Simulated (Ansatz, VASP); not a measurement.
# One calculation of C, two programs

INCAR

```
PREC     = Accurate       # precision mode
ENCUT    = 520            # plane-wave cutoff, eV
EDIFF    = 1E-6           # SCF threshold, eV
ISMEAR   = 1              # smearing method
SIGMA    = 0.05           # smearing width, eV
LREAL    = F              # projectors in reciprocal space
LASPH    = T              # aspherical terms in the spheres
NELM     = 100            # most SCF steps
ALGO     = Normal         # electronic algorithm
ISIF     = 2              # what is computed and relaxed
LWAVE    = F              # write WAVECAR
LCHARG   = T              # write CHGCAR
GGA      = PE             # functional
LELF     = T              # ELF
LVHAR    = T            
NBANDS   = 16             # bands
```

The input KPOINTS:

```
Automatic mesh
0
Gamma
  5 5 2
```

File POSCAR:

```
C
1.0
    2.4700000000      0.0000000000      0.0000000000
   -1.2350000000      2.1390830000      0.0000000000
    0.0000000000      0.0000000000      6.7900000000
C
4
Direct
    0.0000000000      0.0000000000      0.0000000000
    0.0000000000      0.0000000000      0.5000000000
    0.3333333333      0.6666666667      0.0050000000
    0.6666666667      0.3333333333      0.5050000000
```

Input for Ansatz:

```yaml
crystal:
  lattice:
    - [2.47, 0.0, 0.0]
    - [-1.235, 2.139083, 0.0]
    - [0.0, 0.0, 6.79]
  atoms:
    - { symbol: C, position: [0.0, 0.0, 0.0] }
    - { symbol: C, position: [0.0, 0.0, 0.5] }
    - { symbol: C, position: [0.3333333333333333, 0.6666666666666666, 0.005] }
    - { symbol: C, position: [0.6666666666666666, 0.3333333333333333, 0.505] }
kpoints:
  mp_grid:
    grid: [5, 5, 2]
hamiltonian:
  xc: pbe
scf:
  occupations:
    method: cold
    width: 0.05
output:
  forces: true
  stress: true
```

This is a stacking variant of graphite.

Alike in both runs: task single point; functional PBE; k mesh 5 × 5 × 2; no spin polarisation.

|  | VASP | Ansatz |
| --- | --- | --- |
| version | VASP 6.6.1 | Ansatz 0.2.0 |
| potentials or method | VASP PAW PBE potentials, release 64 (C) | plane waves, PAW |
| plane-wave cutoff (eV) | 520 | 420 |
| occupations | methfessel-paxton of order 1, width 0.05 eV | cold, width 0.05 eV |
| valence electrons in the cell | 16 | 16 |

Ansatz gave:

| Item | Value |
| --- | --- |
| pressure (GPa) | -0.3 |
| largest component of the traceless stress (GPa) | 2.65 |
| rms of the force components (eV/Å) | 0.330 |

Problem. Which values does VASP return?

Solution. Pressure (GPa): 0.1; largest component of the traceless stress (GPa): 2.16; rms of the force components (eV/Å): 0.329.

Atom by atom the forces differ by 0.001 eV/Å (rms over components).

Caveats: the k mesh is coarse (spacing up to 0.59 Å⁻¹), so the values aren't converged; this functional lacks dispersion, which binds the layers, so the pressure and a relaxed spacing across them are unreliable.
